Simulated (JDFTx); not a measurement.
AgBr: band structure with r2SCAN

AgBr:

```
Ag Br
1.0
     0.00000    2.87015    2.87015
     2.87015    0.00000    2.87015
     2.87015    2.87015    0.00000
Ag Br
1 1
Direct
  0.00000 0.00000 0.00000
  0.50000 0.50000 0.50000
```

| Item | Value |
| --- | --- |
| Program | JDFTx 1.7.0 (patched build) |
| Task | band structure |
| Functional | r2SCAN |
| Potentials or basis | SG15-PBE-1.2 |
| Cutoff | 1088 eV |
| Density cutoff | 8708 eV |
| k mesh | 3 × 3 × 3 |
| Occupations | fermi-dirac, width 0.05 eV |
| Spin | no spin polarisation |
| Band ratio of the Davidson solver | 1.3 |
| Bands | 19 |
| Density cutoff over wavefunction cutoff | 8 |
| Max SCF steps | 30 |
| SCF threshold on the energy | 1e-06 Ha |
| Solver of the electrons | minimize |
| Further solve for the empty bands | no |
| Start | density of an earlier self-consistent run, held fixed |
| Path | G-X-W-K-G-L-U-W-L-K-U-X |

| Property | Result |
| --- | --- |
| Band gap along the path | 1.17 eV, indirect (least direct gap 3.09 eV) |

Levels at the corners of the path, in eV from the valence-band top:
| point | band 10 | band 11 | band 12 | band 13 | band 14 | band 15 | band 16 | band 17 |
| --- | --- | --- | --- | --- | --- | --- | --- | --- |
| Γ | -2.88 | -1.92 | -1.92 | -1.92 | 1.17 | 10.45 | 10.45 | 10.45 |
| X | -2.73 | -2.51 | -2.51 | -2.37 | 2.09 | 7.42 | 9.79 | 11.96 |
| W | -2.46 | -2.37 | -2.37 | -1.52 | 4.27 | 7.86 | 8.21 | 8.21 |
| K | -2.56 | -2.32 | -2.06 | -1.22 | 3.47 | 7.33 | 8.86 | 9.96 |
| Γ | -2.88 | -1.92 | -1.92 | -1.92 | 1.17 | 10.45 | 10.45 | 10.45 |
| L | -2.60 | -2.23 | 0.00 | 0.00 | 4.24 | 7.22 | 7.41 | 7.41 |
| U | -2.56 | -2.32 | -2.06 | -1.22 | 3.47 | 7.33 | 8.86 | 9.96 |
| W | -2.46 | -2.37 | -2.37 | -1.52 | 4.27 | 7.86 | 8.21 | 8.21 |
| L | -2.60 | -2.23 | 0.00 | 0.00 | 4.24 | 7.22 | 7.41 | 7.41 |
| K | -2.56 | -2.32 | -2.06 | -1.22 | 3.47 | 7.33 | 8.86 | 9.96 |
| U | -2.56 | -2.32 | -2.06 | -1.22 | 3.47 | 7.33 | 8.86 | 9.96 |
| X | -2.73 | -2.51 | -2.51 | -2.37 | 2.09 | 7.42 | 9.79 | 11.96 |

Wall time 5.1 min on 1 thread of Arm Neoverse V1, with other jobs on the host, peak memory 0.13 GiB.

Caveat: the k mesh is coarse (spacing up to 0.63 Å⁻¹), so the values aren't converged.
